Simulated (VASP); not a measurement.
# CoSi (P2_13) in VASP: settings compared

One crystal, CoSi, is run at these levels: PBE, LDA; tasks: phonons.

Program: VASP 6.6.1. These are calculated values, not measurements. Logs are shortened: lines on timing, memory, paths and dates and some standing lists are left out, and cuts for length are marked.

### Step 1. The structure

It takes space group P2_13 (No. 198, cubic). Conventional cell: a = 4.429 Å, b = 4.429 Å, c = 4.429 Å, α = 90.00°, β = 90.00°, γ = 90.00°. Co (site symmetry 3) has 7 Si at 2.32 to 2.43 Å as nearest neighbours. Si (site symmetry 3) has 7 Co at 2.32 to 2.43 Å as nearest neighbours.

### Step 2. Phonons, PBE

POSCAR reads:

```
CoSi
1.0
    4.4294053314      0.0000000000      0.0000000000
    0.0000000000      4.4294053314      0.0000000000
    0.0000000000      0.0000000000      4.4294053314
  Co              Si
     4     4
Direct
     0.1451145232526230    0.1451145232526230    0.1451145232526230
     0.3548854767473770    0.8548854767473770    0.6451145232526230
     0.6451145232526230    0.3548854767473770    0.8548854767473770
     0.8548854767473770    0.6451145232526230    0.3548854767473770
     0.8432104053820311    0.8432104053820311    0.8432104053820311
     0.6567895946179689    0.1567895946179689    0.3432104053820311
     0.3432104053820311    0.6567895946179689    0.1567895946179689
     0.1567895946179689    0.3432104053820311    0.6567895946179689
```

INCAR.step1 reads:

```
ALGO = Fast
EDIFF = 1E-8
EDIFFG = -0.002
ENCUT = 600
GGA = PE
IBRION = 2
ISIF = 3
ISMEAR = 1
KPAR = 4
LASPH = True
LCHARG = False
LREAL = False
LWAVE = False
NELM = 80
NSW = 40
PREC = Accurate
SIGMA = 0.2
```

INCAR.step2 reads:

```
ALGO = Fast
EDIFF = 1E-8
ENCUT = 600
GGA = PE
IBRION = 6
ISIF = 2
ISMEAR = 1
KPAR = 4
LASPH = True
LCHARG = False
LREAL = False
LWAVE = False
NELM = 80
NFREE = 2
NSW = 1
POTIM = 0.015
PREC = Accurate
SIGMA = 0.2
```

KPOINTS reads:

```
k-points
0
Gamma
  12 12 12
```

Potentials or basis: VASP PAW PBE potentials, release 64 (Co, Si).

On the command line:

```sh
> cat potpaw_PBE.64/Co/POTCAR potpaw_PBE.64/Si/POTCAR > POTCAR
> cp INCAR.step1 INCAR
> mpirun -np 4 vasp_std > vasp.out
> cp CONTCAR POSCAR
> cp INCAR.step2 INCAR
> mpirun -np 4 vasp_std > vasp.out
```

OUTCAR:

```text
EDIFF = 1E-8
   ENCUT = 600
   GGA = PE
   IBRION = 6
   ISIF = 2
   ISMEAR = 1
   LASPH = True
   LREAL = False
   NELM = 80
   NFREE = 2
   NSW = 1
   POTIM = 0.015
   PREC = Accurate

 ion  position               nearest neighbor table
   1  0.145  0.145  0.145-   5 2.32   6 2.33   7 2.33   8 2.33   7 2.43   8 2.43   6 2.43   3 2.72
                             4 2.72   2 2.72   2 2.72   4 2.72   3 2.72
   2  0.355  0.855  0.645-   6 2.32   5 2.33   7 2.33   8 2.33   7 2.43   8 2.43   5 2.43   1 2.72
                             1 2.72   3 2.72   3 2.72   4 2.72   4 2.72
   3  0.645  0.355  0.855-   7 2.32   6 2.33   5 2.33   8 2.33   8 2.43   6 2.43   5 2.43   1 2.72
                             4 2.72   2 2.72   2 2.72   4 2.72   1 2.72
   4  0.855  0.645  0.355-   8 2.32   6 2.33   7 2.33   5 2.33   6 2.43   5 2.43   7 2.43   1 2.72
                             3 2.72   2 2.72   1 2.72   2 2.72   3 2.72
   5  0.843  0.843  0.843-   1 2.32   2 2.33   3 2.33   4 2.33   3 2.43   4 2.43   2 2.43   6 2.74
                             7 2.74   8 2.74   6 2.74   8 2.74   7 2.74
   6  0.657  0.157  0.343-   2 2.32   1 2.33   3 2.33   4 2.33   3 2.43   4 2.43   1 2.43   8 2.74
                             5 2.74   5 2.74   7 2.74   7 2.74   8 2.74
   7  0.343  0.657  0.157-   3 2.32   2 2.33   1 2.33   4 2.33   4 2.43   2 2.43   1 2.43   8 2.74
                             5 2.74   8 2.74   6 2.74   6 2.74   5 2.74
   8  0.157  0.343  0.657-   4 2.32   2 2.33   3 2.33   1 2.33   2 2.43   1 2.43   3 2.43   7 2.74
                             5 2.74   7 2.74   5 2.74   6 2.74   6 2.74

  LATTYP: Found a simple cubic cell.
 ALAT       =     4.4292542657

  Lattice vectors:

 A1 = (   4.4292542657,   0.0000000000,   0.0000000000)
 A2 = (   0.0000000000,   4.4292542657,   0.0000000000)
 A3 = (   0.0000000000,   0.0000000000,   4.4292542657)

Analysis of symmetry for initial positions (statically):
=====================================================================
 Subroutine PRICEL returns:
 Original cell was already a primitive cell.

 Routine SETGRP: Setting up the symmetry group for a
 simple cubic supercell.

 Subroutine GETGRP returns: Found 12 space group operations
 (whereof  3 operations were pure point group operations)
 out of a pool of 48 trial point group operations.

The static configuration has the point symmetry C_3 .
 The point group associated with its full space group is T   .

Analysis of symmetry for dynamics (positions and initial velocities):
=====================================================================
 Subroutine PRICEL returns:
 Original cell was already a primitive cell.

 Routine SETGRP: Setting up the symmetry group for a
 simple cubic supercell.

 Subroutine GETGRP returns: Found 12 space group operations
 (whereof  3 operations were pure point group operations)
 out of a pool of 48 trial point group operations.

The dynamic configuration has the point symmetry C_3 .
 The point group associated with its full space group is T   .

 Subroutine INISYM returns: Found 12 space group operations
 (whereof  3 operations are pure point group operations),
 and found     1 'primitive' translations

----------------------------------------------------------------------------------------

                                     Primitive cell

  volume of cell :      86.8944

  direct lattice vectors                    reciprocal lattice vectors
     4.429254266  0.000000000  0.000000000     0.225771640  0.000000000  0.000000000
     0.000000000  4.429254266  0.000000000     0.000000000  0.225771640  0.000000000
     0.000000000  0.000000000  4.429254266     0.000000000  0.000000000  0.225771640

  length of vectors
     4.429254266  4.429254266  4.429254266     0.225771640  0.225771640  0.225771640

  position of ions in fractional coordinates (direct lattice)
     0.145115692  0.145115692  0.145115692
     0.354884308  0.854884308  0.645115692
     0.645115692  0.354884308  0.854884308
     0.854884308  0.645115692  0.354884308
[... 111 lines left out ...]
   LORBIT       =      0    0 simple, 1 ext, 2 COOP (PROOUT), +10 PAW based schemes
   GGA     = PE    functional components
   LHFCALC =     F    Hartree Fock is set to
   AEXX    =    0.0000 exact exchange contribution
   IVDW    =     0    specifies the selected vdW correction
   LEPSILON=     F    determine dielectric tensor
   LRPA    =     F    only Hartree local field effects (RPA)
 finite differences with symmetry
 non-spin polarized calculation
 RMM-DIIS sequential band-by-band and
 Methfessel and Paxton  Order N= 1 SIGMA  =   0.20
  energy-cutoff  :      600.00
  volume of cell :       86.89
 maximum number of plane-waves:      2945
   NGX = 17   NGY = 17   NGZ = 17

--------------------------------------- Ionic step        1  -------------------------------------------

 number of electron      52.0000003 magnetization

 Free energy of the ion-electron system (eV)
  ---------------------------------------------------
  ext. energy  EPLUGINS =         0.00000000
  ---------------------------------------------------
  free energy    TOTEN  =       -54.74066787 eV

  energy without entropy =      -54.75923680  energy(sigma->0) =      -54.74685752

------------------------ aborting loop because EDIFF is reached ----------------------------------------

  FORCE on cell =-STRESS in cart. coord.  units (eV):
  Direction    XX          YY          ZZ          XY          YZ          ZX
  --------------------------------------------------------------------------------------
  -------------------------------------------------------------------------------------
  Total        0.0139778      0.0139778      0.0139778      0.0000000     -0.0000000      0.0000000
  in kB        0.2577258      0.2577258      0.2577258      0.0000000     -0.0000000      0.0000000
  external PRESSURE =       0.2577258 kB  Pullay stress =       0.0000000 kB
[... 155 lines left out ...]
--------------------------------------- Ionic step        5  -------------------------------------------

 number of electron      52.0000003 magnetization

 Free energy of the ion-electron system (eV)
  ---------------------------------------------------
  ext. energy  EPLUGINS =         0.00000000
  ---------------------------------------------------
  free energy    TOTEN  =       -54.73941520 eV

  energy without entropy =      -54.75794744  energy(sigma->0) =      -54.74559261

 E-fermi :  12.1146     XC(G=0): -12.8723

 val. band max:       12.1141737588   @ k =   0.0000   0.0000   0.0000
 cond. band min:      12.1147800856   @ k =   0.4167   0.4167   0.5000
 fundamental gap:      0.0006063268
 Fermi energy:        12.1146365834

 k-point     1 :       0.0000    0.0000    0.0000
  band No.  band energies     occupation
      1      -1.5562      2.00000
      2       3.9253      2.00000
      3       3.9427      2.00000
      4       3.9568      2.00000
      5       6.6307      2.00000
      6       6.6401      2.00000
[... 805 lines left out ...]
     30      14.0470     -0.00000
     31      15.0236     -0.00000

 [... further k-points ...]

------------------------ aborting loop because EDIFF is reached ----------------------------------------

  FORCE on cell =-STRESS in cart. coord.  units (eV):
  Direction    XX          YY          ZZ          XY          YZ          ZX
  --------------------------------------------------------------------------------------
  -------------------------------------------------------------------------------------
  Total        0.0487737      0.0199657      0.0060623     -0.0121119     -0.0243991      0.0081140
  in kB        0.8993002      0.3681314      0.1117788     -0.2233210     -0.4498758      0.1496084
  external PRESSURE =       0.4597368 kB  Pullay stress =       0.0000000 kB
[... 23 lines left out ...]
  FREE ENERGIE OF THE ION-ELECTRON SYSTEM (eV)
  ---------------------------------------------------
  free  energy   TOTEN  =       -54.7394151951 eV

  energy  without entropy=      -54.7579474389  energy(sigma->0) =      -54.74559261

 INTERNAL STRAIN TENSORS FROM DISPLACED ATOMS
 ============================================

 INTERNAL STRAIN TENSOR FOR ION    1 for displacements in x,y,z  (eV/Angst):
          X           Y           Z          XY          YZ          ZX
  --------------------------------------------------------------------------------
  x    -2.54618    -0.97968    -0.21258    -1.37067    -1.64354     2.29456
  y    -0.21258    -2.54618    -0.97968     2.29456    -1.37067    -1.64354
  z    -0.97968    -0.21258    -2.54618    -1.64354     2.29456    -1.37067

 INTERNAL STRAIN TENSOR FOR ION    8 for displacements in x,y,z  (eV/Angst):
          X           Y           Z          XY          YZ          ZX
  --------------------------------------------------------------------------------
  x     2.09290     0.42258    -0.48175     0.83455     1.64457     0.49478
  y     0.48175    -2.09290    -0.42258     0.49478    -0.83455     1.64457
  z     0.42258    -0.48175     2.09290     1.64457    -0.49478    -0.83455

 Eigenvectors and eigenvalues of the dynamical matrix
 ----------------------------------------------------

   1 f  =   12.699216 THz    79.791526 2PiTHz  423.600244 cm-1    52.519713 meV
             X         Y         Z           dx          dy          dz
      0.642754  0.642754  0.642754    -0.140485   -0.155494   -0.070351
      1.571873  3.786500  2.857381    -0.169296   -0.049638   -0.041441
      2.857381  1.571873  3.786500     0.047609   -0.179430    0.017594
      3.786500  2.857381  1.571873     0.076420   -0.073574   -0.129386
      3.734775  3.734775  3.734775     0.452225    0.390075    0.411154
      2.909107  0.694480  1.520148     0.240363    0.117723   -0.249234
      1.520148  2.909107  0.694480    -0.317702    0.214060    0.184884
      0.694480  1.520148  2.909107    -0.105840   -0.058292   -0.022964
[... 243 lines left out ...]
  24 f/i=    0.000451 THz     0.002836 2PiTHz    0.015056 cm-1     0.001867 meV
             X         Y         Z           dx          dy          dz
      0.642754  0.642754  0.642754     0.347844   -0.216282    0.039161
      1.571873  3.786500  2.857381     0.347842   -0.216279    0.039195
      2.857381  1.571873  3.786500     0.347827   -0.216299    0.039184
      3.786500  2.857381  1.571873     0.347829   -0.216296    0.039171
      3.734775  3.734775  3.734775     0.240134   -0.149324    0.027055
      2.909107  0.694480  1.520148     0.240135   -0.149325    0.027040
      1.520148  2.909107  0.694480     0.240142   -0.149317    0.027045
      0.694480  1.520148  2.909107     0.240141   -0.149318    0.027051

 ELASTIC MODULI CONTR FROM IONIC RELAXATION (kBar)
 Direction    XX          YY          ZZ          XY          YZ          ZX
 --------------------------------------------------------------------------------
 XX         -90.9023    -37.5997    -37.5997     -0.0000     -0.0000      0.0000
 YY         -37.5997    -90.9023    -37.5997      0.0000      0.0000     -0.0000
 ZZ         -37.5997    -37.5997    -90.9023     -0.0000      0.0000      0.0000
 XY          -0.0000      0.0000     -0.0000    -74.2059     -0.0000     -0.0000
 YZ          -0.0000      0.0000      0.0000     -0.0000    -74.2059      0.0000
 ZX           0.0000      0.0000      0.0000      0.0000      0.0000    -74.2059
 --------------------------------------------------------------------------------
```

It took 38 min on 4 MPI ranks of Intel Xeon Platinum 8259CL at 2.50GHz (Skylake/Cascade Lake), shared host; peak memory 3.3 GiB.

Results:

```yaml
Highest_phonon_frequency_at_Γ_LO-TO_splitting_left_out: 424 cm⁻¹
```

Phonon frequencies in cm⁻¹ (negative: imaginary):
```csv
q point,frequencies
"(0.000, 0.000, 0.000)",0 0 0 188 210 210 227 227 227 246 246 246 310 310 310 313 313 350 350 350 363 424 424 424
```

Spin polarisation is off, so any magnetic state and its effect on volume and gap are missing.

### Step 3. Phonons, LDA

This run uses another cell than the first one, of 10.31 Å³/atom, 0.949 times its volume.

POSCAR reads:

```
CoSi
1.0
    4.3526566556      0.0000000000      0.0000000000
   -0.0000000000      4.3526566556     -0.0000000000
    0.0000000000     -0.0000000000      4.3526566556
  Co              Si
     4     4
Direct
     0.1457906122825164    0.1457906122825164    0.1457906122825164
     0.3542093877174836    0.8542093877174837    0.6457906122825163
     0.6457906122825163    0.3542093877174836    0.8542093877174837
     0.8542093877174837    0.6457906122825163    0.3542093877174836
     0.8431294705215652    0.8431294705215652    0.8431294705215652
     0.6568705294784348    0.1568705294784419    0.3431294705215581
     0.3431294705215581    0.6568705294784348    0.1568705294784419
     0.1568705294784419    0.3431294705215581    0.6568705294784348
```

INCAR.step1 reads:

```
PREC = Accurate
ENCUT = 600
EDIFF = 1E-8
ISMEAR = 1
SIGMA = 0.2
LREAL = False
LASPH = True
NELM = 80
ALGO = Normal
ISIF = 3
LWAVE = False
LCHARG = False
GGA = CA
KPAR = 4
IBRION = 2
NSW = 40
EDIFFG = -0.002
```

INCAR.step2 reads:

```
PREC = Accurate
ENCUT = 600
EDIFF = 1E-8
ISMEAR = 1
SIGMA = 0.2
LREAL = False
LASPH = True
NELM = 80
ALGO = Normal
ISIF = 2
LWAVE = False
LCHARG = False
GGA = CA
KPAR = 4
IBRION = 6
NFREE = 2
POTIM = 0.015
NSW = 1
```

KPOINTS reads:

```
Automatic mesh
0
Gamma
  12 12 12
```

Potentials or basis: VASP PAW LDA potentials, release 64 (Co, Si).

On the command line:

```sh
> cat potpaw_LDA.64/Co/POTCAR potpaw_LDA.64/Si/POTCAR > POTCAR
> cp INCAR.step1 INCAR
> mpirun -np 4 vasp_std > vasp.out
> cp CONTCAR POSCAR
> cp INCAR.step2 INCAR
> mpirun -np 4 vasp_std > vasp.out
```

OUTCAR:

```text
PREC = Accurate
   ENCUT = 600
   EDIFF = 1E-8
   ISMEAR = 1
   LREAL = False
   LASPH = True
   NELM = 80
   ISIF = 2
   GGA = CA
   IBRION = 6
   NFREE = 2
   POTIM = 0.015
   NSW = 1

 ion  position               nearest neighbor table
   1  0.146  0.146  0.146-   5 2.28   6 2.30   7 2.30   8 2.30   7 2.38   8 2.38   6 2.38   3 2.68
                             4 2.68   2 2.68   2 2.68   4 2.68   3 2.68
   2  0.354  0.854  0.646-   6 2.28   8 2.30   7 2.30   5 2.30   5 2.38   8 2.38   7 2.38   1 2.68
                             1 2.68   3 2.68   3 2.68   4 2.68   4 2.68
   3  0.646  0.354  0.854-   7 2.28   6 2.30   8 2.30   5 2.30   5 2.38   6 2.38   8 2.38   1 2.68
                             4 2.68   2 2.68   2 2.68   4 2.68   1 2.68
   4  0.854  0.646  0.354-   8 2.28   7 2.30   6 2.30   5 2.30   5 2.38   7 2.38   6 2.38   1 2.68
                             3 2.68   2 2.68   1 2.68   2 2.68   3 2.68
   5  0.843  0.843  0.843-   1 2.28   2 2.30   3 2.30   4 2.30   3 2.38   4 2.38   2 2.38   6 2.69
                             7 2.69   8 2.69   8 2.69   7 2.69   6 2.69
   6  0.657  0.157  0.343-   2 2.28   3 2.30   4 2.30   1 2.30   1 2.38   3 2.38   4 2.38   7 2.69
[... 1254 lines left out ...]
  y    -0.25133    -2.74115    -0.77173     2.76871    -1.55876    -1.76827
  z    -0.77173    -0.25133    -2.74115    -1.76827     2.76871    -1.55876

 INTERNAL STRAIN TENSOR FOR ION    8 for displacements in x,y,z  (eV/Angst):
          X           Y           Z          XY          YZ          ZX
  --------------------------------------------------------------------------------
  x     2.25816     0.62346    -0.41259     0.78230     1.76912     0.48172
  y     0.41259    -2.25816    -0.62346     0.48172    -0.78230     1.76912
  z     0.62346    -0.41259     2.25816     1.76912    -0.48172    -0.78230

 Eigenvectors and eigenvalues of the dynamical matrix
 ----------------------------------------------------

   1 f  =   13.416576 THz    84.298834 2PiTHz  447.528805 cm-1    55.486475 meV
             X         Y         Z           dx          dy          dz
      0.634564  0.634564  0.634564    -0.104373    0.127121    0.044318
      1.541579  3.717722  2.810708    -0.042029   -0.095203    0.180532
      2.810708  1.541579  3.717722    -0.035297    0.088394    0.182419
      3.717722  2.810708  1.541579    -0.097642   -0.133929    0.042430
      3.669427  3.669427  3.669427    -0.106529   -0.145324    0.020505
      2.859003  0.682860  1.493284     0.326068    0.423903   -0.346183
      1.493284  2.859003  0.682860     0.308832   -0.414042   -0.333084
      0.682860  1.493284  2.859003    -0.123765    0.155185    0.007406
[... 243 lines left out ...]
  24 f/i=    0.000373 THz     0.002344 2PiTHz    0.012446 cm-1     0.001543 meV
             X         Y         Z           dx          dy          dz
      0.634564  0.634564  0.634564    -0.000015   -0.000740   -0.411470
      1.541579  3.717722  2.810708    -0.000022   -0.000767   -0.411470
      2.810708  1.541579  3.717722    -0.000022   -0.000740   -0.411470
      3.717722  2.810708  1.541579    -0.000015   -0.000767   -0.411470
      3.669427  3.669427  3.669427    -0.000015   -0.000523   -0.284063
      2.859003  0.682860  1.493284    -0.000010   -0.000517   -0.284063
      1.493284  2.859003  0.682860    -0.000010   -0.000523   -0.284063
      0.682860  1.493284  2.859003    -0.000015   -0.000517   -0.284063

 ELASTIC MODULI CONTR FROM IONIC RELAXATION (kBar)
 Direction    XX          YY          ZZ          XY          YZ          ZX
 --------------------------------------------------------------------------------
 XX         -89.0569    -35.3194    -35.3194     -0.0000     -0.0000     -0.0000
 YY         -35.3194    -89.0569    -35.3194     -0.0000     -0.0000      0.0000
 ZZ         -35.3194    -35.3194    -89.0569      0.0000      0.0000     -0.0000
 XY           0.0000     -0.0000     -0.0000    -88.3443     -0.0000      0.0000
 YZ          -0.0000     -0.0000      0.0000     -0.0000    -88.3443      0.0000
 ZX          -0.0000     -0.0000     -0.0000      0.0000      0.0000    -88.3443
 --------------------------------------------------------------------------------
```

OUTCAR.step1:

```text
PREC = Accurate
   ENCUT = 600
   EDIFF = 1E-8
   ISMEAR = 1
   LREAL = False
   LASPH = True
   NELM = 80
[... 1316 lines left out ...]
  -------------------------------------------------------------------------------------
  Total       -0.0100431     -0.0100431     -0.0100431     -0.0000000     -0.0000000      0.0000000
  in kB       -0.1951752     -0.1951752     -0.1951752     -0.0000000     -0.0000000      0.0000000
  external PRESSURE =      -0.1951752 kB  Pullay stress =       0.0000000 kB
[... 23 lines left out ...]
  FREE ENERGIE OF THE ION-ELECTRON SYSTEM (eV)
  ---------------------------------------------------
  free  energy   TOTEN  =       -62.6366560115 eV

  energy  without entropy=      -62.6531081976  energy(sigma->0) =      -62.64214007

 reached required accuracy - stopping structural energy minimisation
```

It took 20 min on 4 MPI ranks of Intel Xeon 6975P-C (Granite Rapids), shared host; peak memory 3.1 GiB.

Results:

```yaml
Highest_phonon_frequency_at_Γ_LO-TO_splitting_left_out: 448 cm⁻¹
```

Phonon frequencies in cm⁻¹ (negative: imaginary):
```tsv
q point	frequencies
(0.000, 0.000, 0.000)	0 0 0 206 221 221 238 238 238 261 261 261 330 330 330 333 333 375 375 375 379 448 448 448
```

Spin polarisation is off, so any magnetic state and its effect on volume and gap are missing.
